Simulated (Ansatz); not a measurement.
The polar optical mode of AlN, worked through

The calculation used Ansatz, DFT PBE, scalar-relativistic, plane waves, PAW. Settings: 420 eV plane-wave cutoff, Γ-centred 10×10×10 mesh, fixed occupations. No spin polarisation. Phonons by linear response, acoustic sum rule imposed.

The cell, relaxed at this level:
```
CELL_PARAMETERS angstrom
0.00000 2.20159 2.20159
2.20159 0.00000 2.20159
2.20159 2.20159 0.00000
ATOMIC_POSITIONS crystal
Al 0.00000 0.00000 0.00000
N 0.75000 0.75000 0.75000
```

Linear response gives ν_TO = 634.7 cm⁻¹, Born charges ±2.549 e (positive on Al) and ε∞ = 4.625. The primitive cell holds 21.342 Å³, and the masses are 26.982 and 14.007 amu.

Question: Find ν_LO and the static dielectric constant.

Answer: The long-wave field adds a restoring force: ω_LO² − ω_TO² = Z*²e²/(ε_vac ε∞ μV). In these units ν_LO² − ν_TO² = 4.92064×10⁷ Z*²/(μ V ε∞) cm⁻², with μ = m₁m₂/(m₁ + m₂) = 9.220 amu: 351385 cm⁻². So ν_LO = √(634.7² + 351385) = 868.4 cm⁻¹, and the run gives 868.5. Lyddane–Sachs–Teller then gives ε0 = ε∞ (ν_LO/ν_TO)² = 8.66, against 8.66 in the run (it forms both from the same three quantities, so the match checks the arithmetic only). Between ν_TO and ν_LO the dielectric function is negative and an undamped crystal reflects fully: a reststrahlen band from 11.5 to 15.8 μm.

Question: What do the Clausius–Mossotti polarisability and the Szigeti charge come to?

Answer: With the Lorentz local field, α = (3V/4π)(ε∞ − 1)/(ε∞ + 2) = 2.79 Å³ for the pair, and e_S = 3Z*/(ε∞ + 2) = 1.15 e. The Born charge includes the electrons' response to the dipole's own local field, and e_S takes that enhancement out. The Lorentz field assumes point-like polarisable ions, a poor picture once ε∞ is this large, since the electron clouds then overlap or are shared, so both numbers are formal here.

Question: How strongly does a slow electron couple to the LO mode?

Answer: For one isotropic parabolic band, Fröhlich's constant is α_F = (1/ε∞ − 1/ε0) √(m* Ry/ħω_LO), with Ry = 13.606 eV, ħω_LO = 107.7 meV and m* in free-electron masses: α_F = 0.1007 × 11.24 × √m* = 1.13 √m*. The band mass isn't part of this run; for m* = 0.1, 0.3 and 1 it gives 0.36, 0.62, 1.13. In weak coupling the polaron lies α_F ħω_LO below the band edge (67 meV at m* = 0.3) with a mass m*(1 + α_F/6); past α_F of about 5 or 6 that expansion fails. A semilocal functional's ε∞ tends to be too large, which taken alone lowers α_F.

This zinc-blende form isn't the usual stable structure of the compound.

Cost: 1 run of about 0.19 core-minutes, on AMD EPYC 9R45 (Zen 5) (shared hosts).